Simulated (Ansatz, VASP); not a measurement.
**Ba: VASP beside Ansatz**

```
Ba
1.0
    -2.55566    2.55566    2.55566
     2.55566   -2.55566    2.55566
     2.55566    2.55566   -2.55566
Ba
1
Direct
  0.00000 0.00000 0.00000
```

Alike in both runs: task single point; functional PBE; k mesh 12 × 12 × 12; occupations gaussian, width 0.1 eV; no spin polarisation.

|  | VASP | Ansatz |
| --- | --- | --- |
| version | VASP 6.6.1 | Ansatz 0.2.0 |
| potentials or method | VASP PAW PBE potentials, release 64 (Ba_sv) | scalar-relativistic, plane waves, PAW |
| plane-wave cutoff (eV) | 520 | 420 |
| valence electrons in the cell | 10 | 10 |

|  | VASP | Ansatz | Ansatz less VASP |
| --- | --- | --- | --- |
| gap on the k mesh at the Fermi level (eV) | none | none | - |
| pressure (GPa) | -0.4 | -0.4 | -0.03 |

A gap of «none» marks a metal or a gap that the smearing closes. The functional is the same, so the differences come from potentials, cutoffs and numerics.

The runs have no spin-orbit coupling, so splittings on Ba are missing.
